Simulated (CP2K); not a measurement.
Runs of CP2K 2026.2 on HfN. The structure is cubic, space group Fm-3m (No. 225). The conventional cell has a = 4.512 Å, b = 4.512 Å, c = 4.512 Å, α = 90.00°, β = 90.00°, γ = 90.00°. Hf (site symmetry m-3m) has 6 N at 2.26 Å as nearest neighbours. N (site symmetry m-3m) has 6 Hf at 2.26 Å as nearest neighbours. 

```tsv
task	potentials or basis	cell	EPS_DEFAULT	points a segment of the path (NPOINTS)	bands added on the path	CUTOFF of the grids	gap on the mesh (eV)	pressure (GPa)
band structure	POTENTIAL_UZH Hf GTH-PBE-q12, N GTH-PBE-q5; TZVP-MOLOPT-PBE-GTH basis	as given	1.0E-9	8	6	500 Ry	none	2.1
single point	POTENTIAL_UZH Hf GTH-PBE-q12, N GTH-PBE-q5; TZVP-MOLOPT-PBE-GTH basis	strain = -0.02	1.0E-10	-	-	450 Ry	none	2.1
band structure	POTENTIAL_UZH Hf GTH-PBE-q12, N GTH-PBE-q5; TZV2P-MOLOPT-PBE-GTH basis	as given	1.0E-9	8	6	500 Ry	none	1.8
band structure	POTENTIAL_UZH Hf GTH-PBE-q12, N GTH-PBE-q5; ccGRB-D basis	as given	1.0E-9	8	6	500 Ry	none	(a)
band structure	POTENTIAL_UZH Hf GTH-PBE-q12, N GTH-PBE-q5; DZVP-MOLOPT-PBE-GTH basis	as given	1.0E-9	8	6	500 Ry	none	2.4
```

Alike in all rows: level PBE; no spin polarisation; k mesh 10 × 10 × 10; smearing fermi-dirac 0.05 eV.

Fill in the values left out.

(a) 2.8.

Caveats: the basis of atomic orbitals isn't converged, which shifts pressures, moduli and gaps; spin-orbit coupling is left out, which moves the levels of the heavy elements (some runs).

A k mesh can miss the band edges, and the runs leave out spin-orbit coupling on Hf.

A gap of «none» marks a metal or a gap under the smearing width.
